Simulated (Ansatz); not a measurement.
Runs of Ansatz 0.2.0 on Ge. Symmetry: I4_1/amd, No. 141, tetragonal system. Conventional cell: a = 5.149 Å, b = 5.149 Å, c = 2.795 Å, α = 90.00°, β = 90.00°, γ = 90.00°. Ge (site symmetry -4m2) has 6 Ge at 2.67 to 2.79 Å as nearest neighbours. This isn't the form of Ge at room conditions, which is diamond.

```csv
level,share of exact exchange,gap on the mesh (eV),pressure (GPa)
r2SCAN0 form with a typed share of exact exchange,0.35,none,(a)
r2SCAN0,0.25,none,-1.4
r2SCAN0 form with a typed share of exact exchange,0,none,0.5
r2SCAN0 form with a typed share of exact exchange,0.1,none,-0.3
r2SCAN0 form with a typed share of exact exchange,0.5,none,(b)
r2SCAN0 form with a typed share of exact exchange,0.15,none,-0.7
```

Alike in all rows: task single point; potentials or basis Ansatz PAW; no spin polarisation; cell as given; k mesh 6 × 6 × 6; cutoff (eV) 500; smearing fermi-dirac 0.05 eV; the mesh is coarse, so values aren't converged.

Fill in the values left out.

(a) -2.2; (b) -3.3.

Caveats: all runs use coarse meshes; the PAW data sets come from PBE, with cores solved anew for the run's functional, which leaves a small shift of forces and pressure; the thresholds are loose for stress (some runs).

A k mesh can miss the band edges, and the runs leave out spin-orbit coupling on Ge.

A gap of «none» marks a metal or a gap under the smearing width.
